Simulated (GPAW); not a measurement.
Write an ASE script for GPAW 26.7.0 that does the following.

| Item | Value |
| --- | --- |
| Task | single point |
| Functional | PBE |
| Potentials or basis | GPAW PAW data sets (gpaw-data 1.2.1) |
| Cutoff | 800 eV |
| Basis | pw |
| k mesh | 11 × 11 × 11 |
| Occupations | gaussian, width 0.029 eV |
| Spin | collinear spin, ferromagnetic start |
| Starting moments | [2.0, 0.0] μB |
| Maxiter | 150 |

The structure of CoO lies in POSCAR:

```
CoO
1.0
    0.0000000000      2.1315000000      2.1315000000
    2.1315000000      0.0000000000      2.1315000000
    2.1315000000      2.1315000000      0.0000000000
Co O
1 1
Direct
    0.0000000000      0.0000000000      0.0000000000
    0.5000000000      0.5000000000      0.5000000000
```

The input as run:

run.py

```python
from ase.dft.bandgap import bandgap
from ase.io import read, write
from ase.units import GPa
from gpaw import GPAW, PW

atoms = read('POSCAR')
atoms.set_initial_magnetic_moments([2.0, 0.0])

calc = GPAW(mode=PW(800),
            xc='PBE',
            kpts={'size': (11, 11, 11), 'gamma': True},
            occupations={'name': 'methfessel-paxton', 'order': 0, 'width': 0.028999999999999998},
            nbands=17,
            convergence={'density': 1e-05, 'energy': 1e-05},
            maxiter=150,
            txt='gpaw.txt')
atoms.calc = calc
energy = atoms.get_potential_energy()
forces = atoms.get_forces()
stress = atoms.get_stress()
calc.write('gs.gpw')
write('result.traj', atoms)
print(f'Energy: {energy:.6f} eV')
print('Forces (eV/A):')
print(forces.round(4))
print('Stress (GPa):', (stress / GPa).round(3))
print('Moments:', calc.get_magnetic_moments().round(3))
print('Fermi level:', round(calc.get_fermi_level(), 4), 'eV')
print(f'Gap: {bandgap(calc)[0]:.4f} eV, direct: {bandgap(calc, direct=True)[0]:.4f} eV')
```

Potentials or basis: GPAW PAW data sets (gpaw-data 1.2.1), pw.

Launch:

```console
$ OMP_NUM_THREADS=1 python run.py
```

Results of the run:

The pressure is -1.1 GPa, the band gap on the k mesh is none (metal or under the smearing width) and the net moment is 2.98 μB per cell. The site moments are Co +2.56; O +0.25 μB.

Caveat: a cell with one magnetic atom can't hold antiferromagnetic order, which such compounds often take; semilocal functionals often make such compounds metallic where correlation or magnetic order opens a gap, which also shifts bond lengths.

Wall time 27 s on 1 thread of Intel(R) Xeon(R) Platinum 8559C (Emerald Rapids), with other jobs on the host, peak memory 0.18 GiB.
